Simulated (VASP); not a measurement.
# HfB2 (P6/mmm) in VASP: further runs, part 2 of 2

VASP 6.6.1.

### Step 4. Single point, PBEsol

The input, INCAR:

```
SYSTEM = HfB2
  PREC = Accurate
  ENCUT = 460
  EDIFF = 1E-4
  ISMEAR = 1
  SIGMA = 0.15
  LREAL = .FALSE.
  LASPH = .TRUE.
  NELM = 100
  ALGO = Normal
  ISIF = 2
  LWAVE = .FALSE.
  LCHARG = .FALSE.
  GGA = PS
  NBANDS = 12
  ADDGRID = .FALSE.
```

The input, KPOINTS:

```
Automatic mesh
0
G
  11 11 8
  0 0 0
```

The input, POSCAR:

```
HfB2
1.0
    3.1400000000      0.0000000000      0.0000000000
   -1.5700000000      2.7193197679      0.0000000000
    0.0000000000      0.0000000000      3.4800000000
Hf B
1 2
Direct
   -0.0142630000      0.0046330000     -0.0059370000
    0.6696320000      0.3380360000      0.4871880000
    0.3055440000      0.6904850000      0.5067950000
```

Potentials or basis: VASP PAW PBE potentials, release 64 (Hf, B).

Launch:

```sh
$ cat potpaw_PBE.64/Hf/POTCAR potpaw_PBE.64/B/POTCAR > POTCAR
$ mpirun -np 1 vasp_std > vasp.out
```

OUTCAR:

```text
SYSTEM = HfB2
   PREC = Accurate
   ENCUT = 460
   EDIFF = 1E-4
   ISMEAR = 1
   LREAL = .FALSE.
   LASPH = .TRUE.
   NELM = 100
   ISIF = 2
   GGA = PS

 Found    485 irreducible k-points:

 Following reciprocal coordinates:
            Coordinates               Weight
  0.000000  0.000000  0.000000      1.000000
  0.090909  0.000000  0.000000      2.000000
  0.000000  0.090909  0.000000      2.000000
 -0.090909  0.090909  0.000000      2.000000
  0.181818  0.000000  0.000000      2.000000
  0.000000  0.181818  0.000000      2.000000
   k-points           NKPTS =    485   k-points in BZ     NKDIM =    485   number of bands    NBANDS=     12
   number of dos      NEDOS =    301   number of ions     NIONS =      3
   total plane-waves  NPLWV =  13824
   dimension x,y,z NGX =    24 NGY =   24 NGZ =   24
   dimension x,y,z NGXF=    48 NGYF=   48 NGZF=   48
   ions per type =               1   2
   NGX,Y,Z   is equivalent  to a cutoff of  12.71, 12.71, 11.47 a.u.
   NGXF,Y,Z  is equivalent  to a cutoff of  25.41, 25.41, 22.93 a.u.
 SYSTEM =  HfB2
   PREC   = accura    normal or accurate (medium, high low for compatibility)
   ISTART =      0    job   : 0-new  1-cont  2-samecut
   ICHARG =      2    charge: 1-file 2-atom 10-const
   ISPIN  =      1    spin polarized calculation?
   LNONCOLLINEAR =      F non collinear calculations
   LSORBIT =      F    spin-orbit coupling
   LASPH  =      T    aspherical Exc in radial PAW
   ENCUT  =  460.0 eV  33.81 Ry    5.81 a.u.   5.49  5.49  6.09*2*pi/ulx,y,z
   NELM   =    100;   NELMIN=  2; NELMDL= -5     # of ELM steps
   EDIFF  = 0.1E-03   stopping-criterion for ELM
   LREAL  =      F    real-space projection
   EDIFFG = 0.1E-02   stopping-criterion for IOM
   NSW    =      0    number of steps for IOM
   IBRION =     -1    ionic relax: 0-MD 1-quasi-New 2-CG
   NFREE  =      0    steps in history (QN), initial steepest desc. (CG)
   ISIF   =      2    stress and relaxation
   ISYM   =      2    0-nonsym 1-usesym 2-fastsym
   POTIM  = 0.5000    time-step for ionic-motion
   TEBEG  =    0.0;   TEEND  =   0.0 temperature during run
   PSTRESS=    0.0 pullay stress
   NELECT =      10.0000    total number of electrons
   NUPDOWN=      -1.0000    fix difference up-down
   EMIN   =  10.00;   EMAX   =-10.00  energy-range for DOS
   EFERMI =   0.00;   METHOD = LEGACY
   ISMEAR =     1;   SIGMA  =   0.15  broadening in eV -4-tet -1-fermi 0-gaus
   EFERMI_NEDOS =   21; number of points for ismear=-14 and -15
   IALGO  =     38    algorithm
   IMIX   =      4    mixing-type and parameters
     AMIX     =   0.40;   BMIX     =  1.00
     AMIX_MAG =   1.60;   BMIX_MAG =  1.00
  volume/ion in A,a.u.               =       9.90        66.84
  Fermi-wavevector in a.u.,A,eV,Ry     =   1.138724  2.151876 17.642568  1.296692
  Thomas-Fermi vector in A             =   2.275428
   LORBIT       =      0    0 simple, 1 ext, 2 COOP (PROOUT), +10 PAW based schemes
   GGA     = PS    functional components
   LHFCALC =     F    Hartree Fock is set to
   AEXX    =    0.0000 exact exchange contribution
   IVDW    =     0    specifies the selected vdW correction
   LEPSILON=     F    determine dielectric tensor
   LRPA    =     F    only Hartree local field effects (RPA)
 non-spin polarized calculation
 Methfessel and Paxton  Order N= 1 SIGMA  =   0.15
  energy-cutoff  :      460.00
  volume of cell :       29.71
 maximum number of plane-waves:       690
 NGX is ok and might be reduce to    24
   NGX = 11   NGY = 11   NGZ = 13

 number of electron      10.0000000 magnetization

 Free energy of the ion-electron system (eV)
  ---------------------------------------------------
  ext. energy  EPLUGINS =         0.00000000
  ---------------------------------------------------
  free energy    TOTEN  =       -27.79851333 eV

  energy without entropy =      -27.79865479  energy(sigma->0) =      -27.79856048

 E-fermi :   7.7145     XC(G=0): -12.4525

 val. band max:        7.6740467530   @ k =  -0.1818  -0.1818   0.1250
 cond. band min:       7.7179984738   @ k =  -0.0909   0.0909   0.3750
 fundamental gap:      0.0439517208
 Fermi energy:         7.7144840158

 k-point     1 :       0.0000    0.0000    0.0000
  band No.  band energies     occupation
      1      -5.9016      2.00000
      2       4.3749      2.00000
      3       4.7254      2.00000
      4       5.0461      2.00000
      5       5.5471      2.00000
      6      11.5579      0.00000
      7      11.7184      0.00000
      8      11.9386      0.00000
      9      12.1291      0.00000
     10      12.8335      0.00000
     11      13.1105      0.00000
     12      13.9744      0.00000

 k-point     2 :       0.0909    0.0000    0.0000
  band No.  band energies     occupation
      1      -5.7339      2.00000
      2       3.9920      2.00000
      3       4.8498      2.00000
      4       4.9580      2.00000
      5       5.4649      2.00000
      6      10.8968      0.00000
      7      11.5744      0.00000
      8      11.8424      0.00000
      9      12.0528      0.00000
     10      13.1526      0.00000
     11      13.7443      0.00000
     12      14.5478      0.00000

 k-point     3 :       0.0000    0.0909    0.0000
  band No.  band energies     occupation
      1      -5.7328      2.00000
      2       4.0270      2.00000
      3       4.8380      2.00000
      4       4.9456      2.00000
      5       5.4322      2.00000
      6      10.8572      0.00000
      7      11.5901      0.00000
      8      11.9606      0.00000
      9      12.0749      0.00000
     10      13.0434      0.00000
     11      13.6805      0.00000
     12      14.6799      0.00000

 k-point     4 :      -0.0909    0.0909    0.0000
  band No.  band energies     occupation
      1      -5.7276      2.00000
      2       4.3714      2.00000
      3       4.7949      2.00000
      4       4.8973      2.00000
      5       5.0259      2.00000
      6      10.9145      0.00000
      7      11.8000      0.00000
      8      11.8577      0.00000
      9      12.0166      0.00000
     10      13.0750      0.00000
     11      13.9096      0.00000
     12      14.7853      0.00000

 k-point     5 :       0.1818    0.0000    0.0000
  band No.  band energies     occupation
      1      -5.2481      2.00000
      2       2.9893      2.00000
      3       4.5929      2.00000
      4       5.1758      2.00000
      5       5.4278      2.00000
      6      10.1176     -0.00000
      7      11.2385      0.00000
      8      11.4168      0.00000
      9      11.9004      0.00000
     10      13.6055      0.00000
     11      15.0609      0.00000
     12      15.3516      0.00000

 k-point     6 :       0.0000    0.1818    0.0000
  band No.  band energies     occupation
      1      -5.2436      2.00000
      2       3.0373      2.00000
      3       4.5613      2.00000
      4       5.1229      2.00000
      5       5.4007      2.00000
      6      10.0618     -0.00000
      7      11.2773      0.00000
      8      11.5087      0.00000
      9      11.9905      0.00000
     10      13.5389      0.00000
     11      15.0052      0.00000
     12      15.3442      0.00000

 [... further k-points ...]

------------------------ aborting loop because EDIFF is reached ----------------------------------------

  FORCE on cell =-STRESS in cart. coord.  units (eV):
  Direction    XX          YY          ZZ          XY          YZ          ZX
  --------------------------------------------------------------------------------------
  -------------------------------------------------------------------------------------
  Total       -0.1060876     -0.4679688     -0.7864204     -0.2486753      0.0412847     -0.0642170
  in kB       -5.7201291    -25.2323852    -42.4029620    -13.4083117      2.2260267     -3.4625134
  external PRESSURE =     -24.4518254 kB  Pullay stress =       0.0000000 kB

 VOLUME and BASIS-vectors are now :
 -----------------------------------------------------------------------------
  energy-cutoff  :      460.00
  volume of cell :       29.71
      direct lattice vectors                 reciprocal lattice vectors
     3.140000000  0.000000000  0.000000000     0.318471338  0.183869512  0.000000000
    -1.570000000  2.719319768  0.000000000     0.000000000  0.367739025  0.000000000
     0.000000000  0.000000000  3.480000000     0.000000000  0.000000000  0.287356322

 POSITION                                       TOTAL-FORCE (eV/Angst)
 -----------------------------------------------------------------------------------
      3.08794      0.01260      3.45934        -0.167107      0.368978      0.164554
      1.57193      0.91923      1.69541        -1.406627      0.297956      0.312172
     -0.12465      1.87765      1.76365         1.573734     -0.666934     -0.476726
 -----------------------------------------------------------------------------------
    total drift:                                0.000000     -0.000030      0.000054

  FREE ENERGIE OF THE ION-ELECTRON SYSTEM (eV)
  ---------------------------------------------------
  free  energy   TOTEN  =       -27.7985133319 eV

  energy  without entropy=      -27.7986547884  energy(sigma->0) =      -27.79856048
```

OSZICAR:

```text
N       E                     dE             d eps       ncg     rms          rms(c)
DAV:   1     0.128479628424E+01    0.12848E+01   -0.40836E+03 11640   0.647E+02
DAV:   2    -0.292383745448E+02   -0.30523E+02   -0.29347E+02 16356   0.120E+02
DAV:   3    -0.300855284748E+02   -0.84715E+00   -0.84070E+00 16000   0.175E+01
DAV:   4    -0.300888663120E+02   -0.33378E-02   -0.33365E-02 14492   0.111E+00
DAV:   5    -0.300888817596E+02   -0.15448E-04   -0.15447E-04 15804   0.674E-02    0.203E+01
DAV:   6    -0.280132239400E+02    0.20757E+01   -0.38804E+00 14084   0.980E+00    0.104E+01
DAV:   7    -0.278263869184E+02    0.18684E+00   -0.72881E-01 15492   0.464E+00    0.272E+00
DAV:   8    -0.278007581530E+02    0.25629E-01   -0.76813E-02 13868   0.146E+00    0.545E-01
DAV:   9    -0.277986546171E+02    0.21035E-02   -0.84456E-03 14120   0.489E-01    0.190E-01
DAV:  10    -0.277985217987E+02    0.13282E-03   -0.79549E-04 14152   0.160E-01    0.365E-02
DAV:  11    -0.277985133319E+02    0.84669E-05   -0.40151E-05  7100   0.420E-02
   1 F= -.27798513E+02 E0= -.27798560E+02  d E =0.141457E-03
```

stdout:

```text
POSCAR found type information on POSCAR HfB
 POSCAR found :  2 types and       3 ions
 scaLAPACK will be used
 -----------------------------------------------------------------------------
|                                                                             |
|                                                                             |
|     You enforced a specific xc type in the INCAR file but a different       |
|     I HOPE YOU KNOW WHAT YOU ARE DOING!                                     |
|                                                                             |
 -----------------------------------------------------------------------------

 LDA part: xc-table for (Slater+PW92), standard interpolation
 POSCAR, INCAR and KPOINTS ok, starting setup
 FFT: planning ... GRIDC
 FFT: planning ... GRID_SOFT
 FFT: planning ... GRID
 WAVECAR not read
 entering main loop
```

Wall time 34 s (1 thread of Intel Xeon Platinum 8559C (Emerald Rapids), shared host); peak memory 0.27 GiB.

These settings aren't checked as converged: the numbers below hold their error.

What came out:

| Property | Result |
| --- | --- |
| Free energy | -27.7985 eV |
| Pressure | -2.4 GPa |
| Largest force | 1.774 eV/Å |
| Band gap on the k mesh | none (metal or under the smearing width) |

Caveat: the PAW data sets were made with another functional, which shifts forces and pressure a little.

### Step 5. Single point, PBEsol

Edit INCAR of step 4 so:

```diff
@@ -3,3 +3,3 @@
   ENCUT = 460
-  EDIFF = 1E-4
+  EDIFF = 1E-5
   ISMEAR = 1
```

KPOINTS is that of step 4.

The input, POSCAR:

```
HfB2
1.0
    3.1400000000      0.0000000000      0.0000000000
   -1.5700000000      2.7193197679      0.0000000000
    0.0000000000      0.0000000000      3.4800000000
Hf B
1 2
Direct
    0.0000000000      0.0000000000      0.0000000000
    0.6666666667      0.3333333333      0.5000000000
    0.3333333333      0.6666666667      0.5000000000
```

Potentials or basis: VASP PAW PBE potentials, release 64 (Hf, B).

Launch:

```sh
$ cat potpaw_PBE.64/Hf/POTCAR potpaw_PBE.64/B/POTCAR > POTCAR
$ mpirun -np 1 vasp_std > vasp.out
```

OUTCAR:

```text
SYSTEM = HfB2
   PREC = Accurate
   ENCUT = 460
   EDIFF = 1E-5
   ISMEAR = 1
   LREAL = .FALSE.
   LASPH = .TRUE.
   NELM = 100
   ISIF = 2
   GGA = PS

 Found     80 irreducible k-points:

 Following reciprocal coordinates:
            Coordinates               Weight
  0.000000  0.000000  0.000000      1.000000
  0.090909  0.000000  0.000000      6.000000
  0.181818  0.000000  0.000000      6.000000
  0.272727  0.000000  0.000000      6.000000
  0.363636  0.000000  0.000000      6.000000
  0.454545  0.000000  0.000000      6.000000
   k-points           NKPTS =     80   k-points in BZ     NKDIM =     80   number of bands    NBANDS=     12
   number of dos      NEDOS =    301   number of ions     NIONS =      3
   total plane-waves  NPLWV =  13824
   dimension x,y,z NGX =    24 NGY =   24 NGZ =   24
   dimension x,y,z NGXF=    48 NGYF=   48 NGZF=   48
   ions per type =               1   2
   NGX,Y,Z   is equivalent  to a cutoff of  12.71, 12.71, 11.47 a.u.
   NGXF,Y,Z  is equivalent  to a cutoff of  25.41, 25.41, 22.93 a.u.
 SYSTEM =  HfB2
   PREC   = accura    normal or accurate (medium, high low for compatibility)
   ISTART =      0    job   : 0-new  1-cont  2-samecut
   ICHARG =      2    charge: 1-file 2-atom 10-const
   ISPIN  =      1    spin polarized calculation?
   LNONCOLLINEAR =      F non collinear calculations
   LSORBIT =      F    spin-orbit coupling
   LASPH  =      T    aspherical Exc in radial PAW
   ENCUT  =  460.0 eV  33.81 Ry    5.81 a.u.   5.49  5.49  6.09*2*pi/ulx,y,z
   NELM   =    100;   NELMIN=  2; NELMDL= -5     # of ELM steps
   EDIFF  = 0.1E-04   stopping-criterion for ELM
   LREAL  =      F    real-space projection
   EDIFFG = 0.1E-03   stopping-criterion for IOM
   NSW    =      0    number of steps for IOM
   IBRION =     -1    ionic relax: 0-MD 1-quasi-New 2-CG
   NFREE  =      0    steps in history (QN), initial steepest desc. (CG)
   ISIF   =      2    stress and relaxation
   ISYM   =      2    0-nonsym 1-usesym 2-fastsym
   POTIM  = 0.5000    time-step for ionic-motion
   TEBEG  =    0.0;   TEEND  =   0.0 temperature during run
   PSTRESS=    0.0 pullay stress
   NELECT =      10.0000    total number of electrons
   NUPDOWN=      -1.0000    fix difference up-down
   EMIN   =  10.00;   EMAX   =-10.00  energy-range for DOS
   EFERMI =   0.00;   METHOD = LEGACY
   ISMEAR =     1;   SIGMA  =   0.15  broadening in eV -4-tet -1-fermi 0-gaus
   EFERMI_NEDOS =   21; number of points for ismear=-14 and -15
   IALGO  =     38    algorithm
   IMIX   =      4    mixing-type and parameters
     AMIX     =   0.40;   BMIX     =  1.00
[... 23 lines left out ...]
  ext. energy  EPLUGINS =         0.00000000
  ---------------------------------------------------
  free energy    TOTEN  =       -27.93109651 eV

  energy without entropy =      -27.93162824  energy(sigma->0) =      -27.93127375

 E-fermi :   7.6655     XC(G=0): -12.4563

 val. band max:        7.5761488585   @ k =   0.0909   0.0909   0.2500
 cond. band min:       7.8040061674   @ k =   0.2727   0.1818   0.0000
 fundamental gap:      0.2278573090
 Fermi energy:         7.6654740308

 k-point     1 :       0.0000    0.0000    0.0000
  band No.  band energies     occupation
      1      -5.8943      2.00000
      2       4.7868      2.00000
      3       4.9451      2.00000
      4       4.9451      2.00000
      5       5.0534      2.00000
      6      11.8373      0.00000
      7      11.8373      0.00000
      8      12.5016      0.00000
      9      12.5016      0.00000
     10      12.8187      0.00000
     11      12.8187      0.00000
     12      12.8827      0.00000
[... 61 lines left out ...]
 k-point     6 :       0.4545    0.0000    0.0000
  band No.  band energies     occupation
      1      -2.3235      2.00000
      2      -0.8450      2.00000
      3       3.7185      2.00000
      4       4.4250      2.00000
      5       4.9749      2.00000
      6      10.0238     -0.00000
      7      10.5589     -0.00000
      8      12.9551      0.00000
      9      13.4458      0.00000
     10      13.9301      0.00000
     11      15.8513      0.00000
     12      18.7564      0.00000

 [... further k-points ...]

------------------------ aborting loop because EDIFF is reached ----------------------------------------

  FORCE on cell =-STRESS in cart. coord.  units (eV):
  Direction    XX          YY          ZZ          XY          YZ          ZX
  --------------------------------------------------------------------------------------
  -------------------------------------------------------------------------------------
  Total       -0.7176126     -0.7176126     -0.8441787      0.0000000     -0.0000000      0.0000000
  in kB      -38.6929185    -38.6929185    -45.5172266      0.0000000     -0.0000000      0.0000000
  external PRESSURE =     -40.9676879 kB  Pullay stress =       0.0000000 kB

 VOLUME and BASIS-vectors are now :
 -----------------------------------------------------------------------------
  energy-cutoff  :      460.00
  volume of cell :       29.71
      direct lattice vectors                 reciprocal lattice vectors
     3.140000000  0.000000000  0.000000000     0.318471338  0.183869512  0.000000000
    -1.570000000  2.719319768  0.000000000     0.000000000  0.367739025  0.000000000
     0.000000000  0.000000000  3.480000000     0.000000000  0.000000000  0.287356322

 POSITION                                       TOTAL-FORCE (eV/Angst)
 -----------------------------------------------------------------------------------
      0.00000      0.00000      0.00000         0.000000      0.000000      0.000000
      1.57000      0.90644      1.74000        -0.000000      0.000000     -0.000000
     -0.00000      1.81288      1.74000         0.000000     -0.000000      0.000000
 -----------------------------------------------------------------------------------
    total drift:                                0.000000     -0.000000      0.000000

  FREE ENERGIE OF THE ION-ELECTRON SYSTEM (eV)
  ---------------------------------------------------
  free  energy   TOTEN  =       -27.9310965084 eV

  energy  without entropy=      -27.9316282446  energy(sigma->0) =      -27.93127375
```

Run time: 7.9 s. Hardware: 1 thread of Intel Xeon Platinum 8559C (Emerald Rapids), shared host; peak memory 0.15 GiB.

The run converged, but some of its settings lie outside the range that counts as converged, so its numbers aren't taken as properties of the crystal.

Results:

| Property | Result |
| --- | --- |
| Free energy | -27.9311 eV |
| Pressure | -4.1 GPa |
| Band gap on the k mesh | none (metal or under the smearing width) |

Caveat: the PAW data sets were made with another functional, which shifts forces and pressure a little.
